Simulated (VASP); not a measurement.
A run of VASP 6.6.1 is set up as follows.

The input INCAR:

```
SYSTEM = TiN
PREC = Accurate
ENCUT = 520
EDIFF = 1E-6
ISMEAR = 1
SIGMA = 0.1
LREAL = .False.
LASPH = .True.
NELM = 80
ALGO = Normal
ISIF = 2
LWAVE = .False.
LCHARG = .False.
GGA = CA
ICORELEVEL = 1
```

File KPOINTS:

```
regular mesh
0
Gamma
  15 15 22
  0 0 0
```

The input POSCAR:

```
TiN
1.0
    2.9527421500      0.0000000000      0.0000000000
   -1.4763710800      2.5571497200      0.0000000000
    1.4763710800      0.8523832400      2.4109038700
Ti N
1 1
Direct
    0.0000000000      0.0000000000      0.0000000000
    0.0000000000      0.5000000000      0.5000000000
```

Potentials or basis: VASP PAW LDA potentials, release 64 (Ti_sv, N).

Command:

```sh
$ cat potpaw_LDA.64/Ti_sv/POTCAR potpaw_LDA.64/N/POTCAR > POTCAR
$ mpirun -np 1 vasp_std > vasp.out
```

Problem. Predict the pressure.

Solution. 0.1 GPa.

Problem. What does it give for the band gap on the k mesh?

Solution. None (metal or under the smearing width).

Core levels (eV, on the scale of the bands):
| atom | levels |
| --- | --- |
| 1 Ti | 1s -4827.6, 2s -517.8, 2p -426.7 |
| 2 N | 1s -361.8 |
